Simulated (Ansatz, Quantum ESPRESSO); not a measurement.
**ZnSe [001], zinc blende: uniaxial strain and lateral response**

The c axis is held at a set length while the cell relaxes sideways. How do the lateral strain and the stress follow? The strained cell has c along the load; unstrained it is a = 3.9805 Å, b = 3.9805 Å, c = 5.6293 Å, α = 90.00°, β = 90.00°, γ = 90.00°, with 4 atoms.

Calculated with Quantum ESPRESSO 7.5, PBEsol, GBRV 1.5 ultrasoft potentials, cutoff 680 eV, Fermi–Dirac smearing 0.02 eV, k-mesh 7×7×5, no spin polarisation, no spin-orbit coupling.

Relaxed positions at 0 %:

```csv
atom,x,y,z
Se,0.5000,0.0000,0.7500
Se,0.0000,0.5000,0.2500
Zn,0.0000,0.0000,0.0000
Zn,0.5000,0.5000,0.5000
```

```
ε_c (%)   a (Å)   c (Å)  ε_a (%)  σ (GPa, tension positive)
     −3  4.0257  5.4604    1.136                      −1.37
     −2  4.0107  5.5167    0.760                      −0.92
     −1  3.9953  5.5730    0.373                      −0.46
      0  3.9805  5.6293    0.000                       0.00
      2  3.9511  5.7419   −0.738                       1.05
      3  3.9371  5.7982   −1.090                       1.60
```

**Question.** Fit both responses and give the free strain and the stress at +1 %, a row left out above.

Least squares with y = y0 + y1 ε + y2 ε² (ε in %) gives ε_a = 0.000 + (−0.3720) ε + (0.0026) ε² and σ = 0.01 + (0.494) ε + (0.012) ε² GPa. The linear terms put the ratio of free to applied strain at −0.372 and the Young modulus at 49 GPa.

At +1 % the free strain comes out as −0.370 %. The run itself gives −0.376 %, so the estimate misses by 0.006 %; the fitted rows themselves lie up to 0.006 % off the law.

The stress comes out as 0.52 GPa. The run itself gives 0.53 GPa, so the estimate misses by 0.01 GPa, a rounding's worth.

Along a cube axis ν = C12/(C11 + C12) and Y = (C11 − C12)(C11 + 2C12)/(C11 + C12), so C11 = Y(1 − ν)/[(1 + ν)(1 − 2ν)] = 88 GPa and C12 = 52 GPa.

The same fit over all rows at other levels or in other programs gives the strain ratio = −0.373 with PBEsol (Ansatz).

[Logs are printed without paths, hosts, clocks, repeated set-up lines and the standing remarks that a program may print on its own settings, such as how far it seeks lower states.]
